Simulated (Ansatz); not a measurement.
Crystal: CuO (Tenorite).

```
Cu O
1.0
     2.34465   -1.71340    0.00000
     2.34465    1.71340    0.00000
    -0.86055    0.00000    5.05944
Cu O
2 2
Direct
  0.49680 0.00320 0.50000
  0.00320 0.49680 0.00000
  0.40560 0.57140 0.75370
  0.57140 0.40560 0.25370
```

Base run:

```yaml
Program: Ansatz 0.2.0
Functional: PBE
Potentials_or_basis: SPMS NC
Cutoff: "1034 eV (not typed: the program's choice for these potentials)"
k_mesh: 10 × 10 × 5
Occupations: fermi-dirac, width 0.05 eV
Spin: no spin polarisation
```

Its results: band gap on the k mesh none (metal or under the smearing width); pressure 6.1 GPa; largest force 0.777 eV/Å.

The run is repeated on the same cell with these changes: potentials or basis from SPMS NC to Ansatz PAW earlier set; cutoff from 1034 eV (not typed: the program's choice for these potentials) to 1050 eV. What comes out?

Band gap on the k mesh none (metal or under the smearing width); pressure 5.7 GPa; largest force 0.760 eV/Å.

Caveats: the run has no spin polarisation, though such a crystal can be magnetic; semilocal functionals often make such compounds metallic where correlation or magnetic order opens a gap, which also shifts bond lengths.
